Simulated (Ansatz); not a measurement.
A relaxation computed with Ansatz, from input to last step.

```yaml
crystal:
  lattice:
    - [-4.2535896556, 4.2535896556, -4.2535896556]
    - [4.2535896556, 4.2535896556, 4.2535896556]
    - [4.2535896556, -4.2535896556, -4.2535896556]
  atoms:
    - { symbol: Mg, position: [0.2676138219, 0.7389026761, -0.0011798727] }
    - { symbol: Mg, position: [0.003469545, -0.1159776809, -0.0120194977], spin: 0.111 }
    - { symbol: Mg, position: [0.5020813914, 0.7601922196, 0.7539312492] }
    - { symbol: Mg, position: [0.7102643736, 0.2551595812, -0.0092895877], spin: 0.111 }
    - { symbol: Mg, position: [0.2358734417, 0.0085908667, 0.7579127383] }
    - { symbol: Mg, position: [0.50808674, 0.5147849322, 0.0042415658] }
    - { symbol: Mg, position: [0.000529691, 0.2660791834, 0.6965848983], spin: 0.111 }
    - { symbol: Mg, position: [0.7628869069, 0.7720092313, 0.521375646] }
    - { symbol: Mg, position: [0.4907430841, 0.0059992316, 0.4957190808] }
    - { symbol: Mg, position: [0.7310238838, 0.4706720796, 0.7304759354] }
    - { symbol: Mg, position: [-0.0006092408, 0.7467480458, 0.2654847275] }
    - { symbol: Mg, position: [0.2494827782, 0.2528685987, 0.4909467138] }
    - { symbol: Mg, position: [-0.0006716376, 0.5029508885, 0.4867248646] }
    - { symbol: Mg, position: [0.749024133, 0.0027264379, 0.2408785979] }
    - { symbol: Mg, position: [0.4964252193, 0.2574850933, 0.2510641487] }
    - { symbol: Mg, position: [0.2920361225, 0.5487480294, 0.2860710134], spin: 0.111 }
    - { symbol: O, position: [0.2628095725, 0.5064836875, 0.7447955089] }
    - { symbol: O, position: [-0.0006812496, 0.6909736994, 0.7414288617] }
    - { symbol: O, position: [0.5070792182, 0.5104249202, 0.5090134501] }
    - { symbol: O, position: [0.6967836289, 0.0132498394, 0.7340044286], spin: 0.111 }
    - { symbol: O, position: [0.2453928071, 0.755747535, 0.5031481032] }
    - { symbol: O, position: [0.4849741281, 0.2550473558, 0.7450556913] }
    - { symbol: O, position: [-0.0006662899, 0.0077540675, 0.4889707962] }
    - { symbol: O, position: [0.7533393108, 0.5097468916, 0.2570476394] }
    - { symbol: O, position: [0.5137542364, 0.7694470566, 0.2594488179] }
    - { symbol: O, position: [0.7357316685, 0.2429109411, 0.4813471023] }
    - { symbol: O, position: [-0.0038663536, 0.4819081519, 0.004950964], spin: 0.111 }
    - { symbol: O, position: [0.2533663296, -0.009803014, 0.257326923] }
    - { symbol: O, position: [-0.0067484926, 0.2592445181, 0.2532643529], spin: 0.111 }
    - { symbol: O, position: [0.7453068518, 0.73646529, 0.0031980057] }
    - { symbol: O, position: [0.4914999414, 0.0026448923, 0.0012412985] }
    - { symbol: O, position: [0.2979085835, 0.3158348339, 0.0366021335], spin: 0.111 }
    - { symbol: Mg, position: [-0.0020321427, 0.1858288496, -0.0216361818], spin: 0.111 }
  host:
    lattice:
      - [0.0, 2.1267948278, 2.1267948278]
      - [2.1267948278, 0.0, 2.1267948278]
      - [2.1267948278, 2.1267948278, 0.0]
    atoms:
      - { symbol: Mg, position: [0.0, 0.0, 0.0] }
      - { symbol: O, position: [0.5, 0.5, 0.5] }
total_charge: 1
basis:
  ecutwfc: 420
  xc_grid: 2
kpoints:
  mp_grid: { grid: [2, 2, 2], shift: [0.5, 0.5, 0.5] }
hamiltonian:
  xc: pbe
scf:
  occupations: { method: gaussian, width: 0.01 }
output:
  forces: true
  stress: false
  eigenvalues: true
  populations: true
  charged_corrections:
    defect_position: [0.0, 0.25, 0.0]
    epsilon: [[11.1915, 0.0, 0.0], [0.0, 11.1915, 0.0], [0.0, 0.0, 11.1915]]
  write_density: true
  write_potential: true
  elf: true
  volumetric_format: npy
magnetization:
  spin_polarized: true
relax:
  adjacent_minimum: "off"
  f_tol: 0.025
  max_steps: 45
```

```bash
ansatz run input.yaml --threads 4 --pin off --max-ram 10240MiB --backend cpu --events-out ev --progress --plain --runs-dir out
```

The calculation used Ansatz 0.2.0, DFT PBE, scalar-relativistic, plane waves, PAW.

The cell holds a point defect: Mg interstitial, charge +1.

Of 6 frames 5 are shown, positions in Å and forces in eV/Å; the SCF threshold varies from step to step.

```xyz
33
Lattice="-4.2536 4.2536 -4.2536 4.2536 4.2536 4.2536 4.2536 -4.2536 -4.2536" Properties=species:S:1:pos:R:3:forces:R:3 pbc="T T T" step=1 free_energy_over_end_meV_per_atom=22.05
Mg    1.9997    4.2863    2.0097   -0.1788    0.1044   -0.3383
Mg   -0.5592   -0.4274   -0.4570    0.2000   -0.6336   -0.0194
Mg    4.3048    2.1623   -2.1090    0.0200   -0.3307    0.1813
Mg   -1.9753    4.1460   -1.8963    0.7625   -0.3918    0.2174
Mg    2.2571   -2.1840   -4.1906   -0.6226    0.6407   -0.3662
Mg    0.0465    4.3328    0.0104   -0.0925    0.3440   -0.0954
Mg    4.0925   -1.8289   -1.8334    0.3901    0.1974    0.3195
Mg    2.2565    4.3111   -2.1789   -0.6154   -0.3328    0.5942
Mg    0.0467    0.0044   -4.1705   -0.0663    0.0368    0.5227
Mg    1.9997    2.0044   -4.2146   -0.0602   -0.2502    0.0635
Mg    4.3082    2.0445    2.0497   -0.0839   -0.2607   -0.1443
Mg    2.1027    0.0485   -2.0739    0.1097    0.1584   -0.1727
Mg    4.2125    0.0662    0.0719   -0.2092    0.0228    0.1323
Mg   -2.1498    2.1730   -4.1990    0.0975   -0.2308    0.2116
Mg    0.0516    2.1389   -2.0843   -0.0647    0.3451   -0.3351
Mg    2.3088    2.3595   -0.1249    0.2703    0.0669   -0.0500
O     4.2045    0.1042   -2.1316    0.0460   -0.1893    0.1288
O     6.0957   -0.2175   -0.2117    1.1370    0.5837    0.5489
O     2.1794    2.1629   -2.1509    0.0128    0.1315    0.0616
O     0.2147   -0.1020   -6.0296   -0.6350    0.5989   -2.0791
O     4.3110    2.1183    0.0307    0.0843   -0.0307    0.0046
O     2.1911   -0.0214   -4.1472   -0.0690   -0.0745   -0.0195
O     2.1157   -2.0497   -2.0441    0.4399   -0.5065   -0.5484
O     0.0572    4.2793   -2.1295    0.0931   -0.0380    0.0389
O     2.1912    4.3546   -0.0160   -0.0665   -0.0754   -0.0123
O    -0.0488    2.1153   -4.1437    0.1008    0.0947   -0.2524
O     2.0873    2.0123    2.0452   -0.5669    0.2895    0.0691
O    -0.0249   -0.0585   -2.2140    0.0715    0.2125    0.4379
O     2.2087   -0.0033    0.0541   -0.6317    0.1374   -0.2571
O    -0.0240    6.2892   -0.0512   -0.0392    0.7923    0.1455
O    -2.0741    2.0966   -2.0847    0.0213    0.0110    0.2498
O     0.2319    2.4549   -0.0794   -0.6705   -1.7406    0.4776
Mg    0.7071    0.8738    0.8911    0.8155    0.3175    0.2853
33
Lattice="-4.2536 4.2536 -4.2536 4.2536 4.2536 4.2536 4.2536 -4.2536 -4.2536" Properties=species:S:1:pos:R:3:forces:R:3 pbc="T T T" step=2 free_energy_over_end_meV_per_atom=9.68
Mg    2.0058    4.2945    2.0254   -0.0601    0.0634   -0.2063
Mg   -0.5222   -0.4356   -0.4541    0.2042   -0.2915    0.0838
Mg    4.2993    2.1506   -2.1010   -0.0078   -0.1177   -0.0390
Mg   -1.9699    4.1426   -1.8996    0.5238   -0.3115    0.1449
Mg    2.2071   -2.1412   -4.2143   -0.1302    0.0595   -0.0352
Mg    0.0343    4.3177    0.0147    0.0136    0.2829    0.0164
Mg    4.1167   -1.8291   -1.8308    0.1911   -0.0269    0.0547
Mg    2.2145    4.2868   -2.1362   -0.1563   -0.0092    0.0350
Mg    0.0359    0.0097   -4.1890    0.0060    0.0630    0.4389
Mg    2.0111    2.0191   -4.2062   -0.0306   -0.1634    0.0473
Mg    4.3131    2.0390    2.0496   -0.0465   -0.0583   -0.0496
Mg    2.1153    0.0400   -2.0923   -0.0567    0.1577    0.0551
Mg    4.2298    0.0695    0.0802   -0.2254   -0.0699   -0.0636
Mg   -2.1348    2.1605   -4.2045   -0.0782   -0.0433    0.1626
Mg    0.0436    2.1497   -2.0983   -0.0137   -0.0060   -0.0824
Mg    2.2950    2.3585   -0.1204    0.2783    0.0070   -0.0879
O     4.2149    0.0961   -2.1221    0.0473   -0.0749    0.0772
O     6.1478   -0.1782   -0.1706    0.4532    0.4347    0.4059
O     2.1731    2.1553   -2.1419   -0.0042    0.1710    0.0518
O     0.1813   -0.0931   -6.0824   -0.4563    0.3698   -1.0356
O     4.2934    2.1221    0.0325    0.1893    0.0157   -0.0522
O     2.1784   -0.0056   -4.1584   -0.0259   -0.1640   -0.0479
O     2.1416   -2.0753   -2.0691    0.1445   -0.3348   -0.3554
O     0.0515    4.2777   -2.1220    0.0886   -0.0685    0.0337
O     2.1773    4.3457    0.0028   -0.0246   -0.0759   -0.1516
O    -0.0338    2.1223   -4.1529    0.0303    0.0870   -0.1019
O     2.0745    2.0291    2.0578   -0.4268    0.1541   -0.0132
O    -0.0122   -0.0502   -2.2148   -0.0028    0.0684    0.0930
O     2.2103   -0.0094    0.0295   -0.2383    0.1486   -0.0606
O    -0.0092    6.2910   -0.0402   -0.0937    0.3102    0.0127
O    -2.0795    2.1012   -2.0875    0.0016    0.0868    0.2003
O     0.1853    2.4096   -0.0751   -0.4412   -0.8351    0.3084
Mg    0.7377    0.8758    0.8883    0.3475    0.1709    0.1607
33
Lattice="-4.2536 4.2536 -4.2536 4.2536 4.2536 4.2536 4.2536 -4.2536 -4.2536" Properties=species:S:1:pos:R:3:forces:R:3 pbc="T T T" step=3 free_energy_over_end_meV_per_atom=0.88
Mg    2.0257    4.2851    2.0354    0.0192    0.0166    0.0399
Mg   -0.4425   -0.4355   -0.4269    0.2580    0.2254    0.2123
Mg    4.2997    2.1553   -2.1307   -0.0414    0.0266   -0.0150
Mg   -1.8962    4.0698   -1.8626   -0.1266    0.1203   -0.1286
Mg    2.1789   -2.1540   -4.1963   -0.0599   -0.0049   -0.0693
Mg    0.0389    4.2935    0.0415    0.0022   -0.0624    0.0067
Mg    4.0832   -1.8582   -1.8506    0.0889   -0.1299   -0.1340
Mg    2.1785    4.3036   -2.1469   -0.0591   -0.0693   -0.0045
Mg    0.0388    0.0340   -4.2068    0.0034    0.0073   -0.0640
Mg    2.0252    2.0281   -4.2148    0.0208    0.0387    0.0156
Mg    4.2873    2.0299    2.0365   -0.0095    0.0254    0.0303
Mg    2.1017    0.0490   -2.0866    0.0087   -0.0523    0.0014
Mg    4.2638    0.0514    0.0583   -0.0199   -0.0258   -0.0229
Mg   -2.1517    2.1590   -4.1974    0.0074    0.0099   -0.0519
Mg    0.0462    2.1151   -2.0908   -0.0430   -0.0106    0.0251
Mg    2.3569    2.3835   -0.1762   -0.1165   -0.1202    0.1119
O     4.2363    0.0784   -2.1009    0.0195    0.0683   -0.0172
O     6.2564   -0.0593   -0.0520   -0.1681    0.0754    0.0759
O     2.1614    2.1638   -2.1435   -0.0765   -0.0614   -0.0235
O     0.0350   -0.0202   -6.1853    0.0082    0.0722    0.0424
O     4.3074    2.1390    0.0046    0.1428   -0.0027    0.0096
O     2.1472   -0.0143   -4.1690   -0.0168    0.0287    0.0750
O     2.1209   -2.1005   -2.0932   -0.0554   -0.0359   -0.0373
O     0.0536    4.2512   -2.1074    0.1462    0.0105   -0.0060
O     2.1476    4.3311   -0.0073   -0.0175    0.0722    0.0294
O    -0.0174    2.1454   -4.1680    0.0190   -0.0173    0.0703
O     2.0538    2.0785    2.0851   -0.0485   -0.1013   -0.0988
O    -0.0456   -0.0513   -2.2267    0.0536    0.0403   -0.1179
O     2.2608   -0.0056    0.0007    0.1166    0.0762    0.0814
O    -0.0451    6.2730   -0.0439    0.0518   -0.1227    0.0421
O    -2.0924    2.1032   -2.0829   -0.0746   -0.0287   -0.0586
O     0.0348    2.3161   -0.0132    0.0100    0.0347    0.0729
Mg    0.8777    0.9084    0.9145   -0.0429   -0.1032   -0.0928
33
Lattice="-4.2536 4.2536 -4.2536 4.2536 4.2536 4.2536 4.2536 -4.2536 -4.2536" Properties=species:S:1:pos:R:3:forces:R:3 pbc="T T T" step=4 free_energy_over_end_meV_per_atom=0.12
Mg    2.0263    4.2952    2.0431    0.0049    0.0285   -0.0556
Mg   -0.4359   -0.4294   -0.4224   -0.0617   -0.1009   -0.1015
Mg    4.2864    2.1683   -2.1351    0.0228   -0.0348   -0.0024
Mg   -1.8904    4.1047   -1.8778    0.0556   -0.0352    0.0287
Mg    2.1574   -2.1422   -4.2088   -0.0051    0.0356    0.0309
Mg    0.0387    4.2830    0.0522   -0.0126    0.0259   -0.0088
Mg    4.0981   -1.8945   -1.8875   -0.0598    0.0157    0.0167
Mg    2.1575    4.2913   -2.1350   -0.0060    0.0303    0.0358
Mg    0.0385    0.0451   -4.2170   -0.0119   -0.0095    0.0271
Mg    2.0263    2.0360   -4.2050    0.0054   -0.0564    0.0285
Mg    4.2936    2.0311    2.0383    0.0019    0.0029    0.0029
Mg    2.1095    0.0390   -2.0811    0.0034    0.0001   -0.0190
Mg    4.2824    0.0380    0.0452   -0.0101    0.0066    0.0063
Mg   -2.1441    2.1656   -4.2075    0.0033   -0.0206   -0.0002
Mg    0.0329    2.1114   -2.0782    0.0229   -0.0030   -0.0342
Mg    2.3631    2.3684   -0.1417    0.0541    0.0291   -0.0361
O     4.2436    0.0706   -2.1011    0.0146    0.0151    0.0136
O     6.2607   -0.0494   -0.0422    0.0204    0.0034    0.0026
O     2.1471    2.1504   -2.1252    0.0156    0.0545    0.0132
O     0.0001    0.0226   -6.1961    0.0224   -0.0431    0.0123
O     4.3249    2.1491   -0.0023   -0.0027   -0.0097    0.0018
O     2.1444   -0.0016   -4.1713   -0.0290   -0.0353   -0.0246
O     2.1121   -2.1023   -2.0953    0.0102    0.0097    0.0098
O     0.0714    4.2442   -2.0971   -0.0028    0.0013   -0.0115
O     2.1442    4.3288    0.0056   -0.0279   -0.0266   -0.0354
O    -0.0100    2.1453   -4.1760    0.0138    0.0147    0.0160
O     2.0599    2.0512    2.0587   -0.0286    0.0110    0.0086
O    -0.0510   -0.0458   -2.2329   -0.0216   -0.0123   -0.0048
O     2.3129    0.0080    0.0152   -0.0379    0.0155    0.0147
O    -0.0510    6.2674   -0.0386   -0.0211   -0.0070   -0.0122
O    -2.1064    2.1213   -2.0958    0.0145    0.0124    0.0526
O     0.0004    2.3036    0.0297    0.0225    0.0137   -0.0413
Mg    0.8833    0.8721    0.8797    0.0304    0.0684    0.0654
33
Lattice="-4.2536 4.2536 -4.2536 4.2536 4.2536 4.2536 4.2536 -4.2536 -4.2536" Properties=species:S:1:pos:R:3:forces:R:3 pbc="T T T" step=6 free_energy_over_end_meV_per_atom=0.00
Mg    2.0267    4.2969    2.0372   -0.0025   -0.0001   -0.0012
Mg   -0.4391   -0.4357   -0.4285   -0.0035   -0.0032   -0.0036
Mg    4.2905    2.1644   -2.1344    0.0002   -0.0009    0.0040
Mg   -1.8899    4.0994   -1.8788    0.0000    0.0011   -0.0026
Mg    2.1618   -2.1416   -4.2056   -0.0050    0.0010   -0.0048
Mg    0.0376    4.2843    0.0479    0.0017   -0.0017    0.0020
Mg    4.0954   -1.8854   -1.8783    0.0069    0.0001   -0.0001
Mg    2.1618    4.2944   -2.1345   -0.0050   -0.0047    0.0012
Mg    0.0376    0.0408   -4.2157    0.0014    0.0017   -0.0018
Mg    2.0267    2.0301   -4.2031   -0.0026   -0.0011   -0.0002
Mg    4.2934    2.0303    2.0375   -0.0043   -0.0029   -0.0034
Mg    2.1080    0.0406   -2.0816    0.0038    0.0027   -0.0013
Mg    4.2806    0.0413    0.0484   -0.0067    0.0023    0.0022
Mg   -2.1456    2.1648   -4.2058    0.0039   -0.0016    0.0028
Mg    0.0369    2.1121   -2.0820    0.0002    0.0038   -0.0009
Mg    2.3636    2.3677   -0.1470    0.0001   -0.0024    0.0013
O     4.2428    0.0748   -2.1003    0.0016   -0.0037    0.0000
O     6.2607   -0.0487   -0.0416    0.0012    0.0020    0.0021
O     2.1505    2.1538   -2.1275   -0.0011    0.0022   -0.0034
O     0.0087    0.0102   -6.1914   -0.0035    0.0042    0.0000
O     4.3242    2.1457    0.0007    0.0030    0.0026   -0.0029
O     2.1428   -0.0074   -4.1718   -0.0025    0.0020    0.0010
O     2.1153   -2.0993   -2.0922    0.0001   -0.0014   -0.0015
O     0.0707    4.2471   -2.1007    0.0027   -0.0030    0.0024
O     2.1428    4.3282   -0.0003   -0.0025    0.0011    0.0020
O    -0.0108    2.1461   -4.1717    0.0015    0.0003   -0.0034
O     2.0535    2.0571    2.0643   -0.0077   -0.0035   -0.0033
O    -0.0525   -0.0481   -2.2360    0.0053   -0.0035    0.0066
O     2.3038    0.0114    0.0186    0.0042   -0.0025   -0.0028
O    -0.0525    6.2641   -0.0409    0.0051    0.0062   -0.0035
O    -2.1032    2.1189   -2.0926   -0.0007   -0.0032    0.0024
O     0.0088    2.3086    0.0174   -0.0035   -0.0007    0.0041
Mg    0.8754    0.8800    0.8872    0.0080    0.0069    0.0062
```

The run took 100 s on 4 threads of Intel(R) Xeon(R) Platinum 8488C (Sapphire Rapids) (shared host), peak memory 1.4 GiB.